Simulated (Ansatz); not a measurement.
CsI (CsCl type, Pm-3m), a = b = c = 4.6108 Å, α = β = γ = 90.00°.

Relaxed with r²SCAN.

Question: Decompose the optical modes at the zone centre into irreducible representations, and say which are infrared and Raman allowed.

Answer: Point group m-3m: Γ_opt = T1u. Infrared: T1u. Raman: none.

Question: Assign frequencies (DFPT, DFT-r²SCAN in the program Ansatz with PAW potentials; without the LO–TO term).

Answer: T1u 57 cm⁻¹.

The r²SCAN relaxation kept the symmetry of its start; phonons on a q-mesh show no instability. Spin–orbit coupling is left out wherever it is not named.

Potentials: the later of the program's two PAW sets.
